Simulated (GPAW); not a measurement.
The system is InP.

```
In P
1.0
     0.00000    2.93050    2.93050
     2.93050    0.00000    2.93050
     2.93050    2.93050    0.00000
In P
1 1
Direct
  0.00000 0.00000 0.00000
  0.25000 0.25000 0.25000
```

Program: GPAW 26.7.0. Alike in all runs: task band structure; spin SOC, no magnetisation; cell as given; k mesh 6 × 6 × 6; cutoff (eV) 600; smearing fermi-dirac 0.05 eV.

Order these runs on this cell by their pressure, lowest first.
A. level r4SCAN; potentials or basis GPAW PAW data sets (gpaw-data 1.2.1), pw; band points 80; spin axis theta (degrees) 0; spin axis phi (degrees) 0
B. level RPBE; potentials or basis the program's PAW data sets (release 1.2.1) made for this functional, pw; band points 80; spin axis theta (degrees) 90; spin axis phi (degrees) 45
C. level LDA; potentials or basis the program's PAW data sets (release 1.2.1) made for this functional, pw; band points 60; spin axis theta (degrees) 54.7; spin axis phi (degrees) 45

C (-1.5 GPa), A (1.1 GPa), B (4.9 GPa).

Caveats: spin-orbit coupling was added after a scalar SCF, so levels and gaps hold it while energy, forces, pressure and moments don't; the PAW data sets were made with another functional, which shifts forces and pressure a little (some runs).

Not every run made on this cell is shown here.
